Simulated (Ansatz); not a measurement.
**How far is PAW off for CdTe?**

```
Cd Te
1.0
     0.00000    3.20500    3.20500
     3.20500    0.00000    3.20500
     3.20500    3.20500    0.00000
Cd Te
1 1
Direct
  0.00000 0.00000 0.00000
  0.75000 0.75000 0.75000
```

Atom numbers follow the list: Cd1, Te2.

The cell is COD entry 1010539, as deposited and not checked against the literature; nothing was relaxed. It differs from other determinations.

No spin–orbit coupling, which matters for the heavy atoms here.

All numbers are computed: DFT, PBEsol, PAW with Ansatz's default frozen-core files, scalar-relativistic (Ansatz 0.2.0); DFT, PBEsol, all-electron LAPW, scalar-relativistic (Ansatz 0.2.0).

For PAW: a Γ-centred 9×9×9 k mesh, Fermi–Dirac smearing of 0.08 eV, cutoff 420 eV, no spin polarisation; the PAW files were made with PBE, and the program remakes their frozen cores for this functional. LAPW targets a basis error of 1 meV/atom. The Ansatz runs share mesh, smearing and spin set-up. Plane-wave (PAW) pressures include the program's estimate of the Pulay term.

Stress and pressure are positive in compression.

Levels count from the top of the valence band.

PAW results:

```
                      quantity     PAW
                pressure (GPa)    1.66
                 band gap (eV)   0.758
highest filled level at X (eV)  -1.996
  lowest empty level at X (eV)   2.427
highest filled level at W (eV)  -2.368
  lowest empty level at W (eV)   4.337
highest filled level at Γ (eV)   0.000
  lowest empty level at Γ (eV)   0.758
```

(1) What does LAPW (all electrons) give for the same quantities?

Answers

(1) 
```csv
quantity,LAPW
pressure (GPa),1.68
band gap (eV),0.758
highest filled level at X (eV),-1.996
lowest empty level at X (eV),2.426
highest filled level at W (eV),-2.369
lowest empty level at W (eV),4.338
highest filled level at Γ (eV),0.000
lowest empty level at Γ (eV),0.758
```
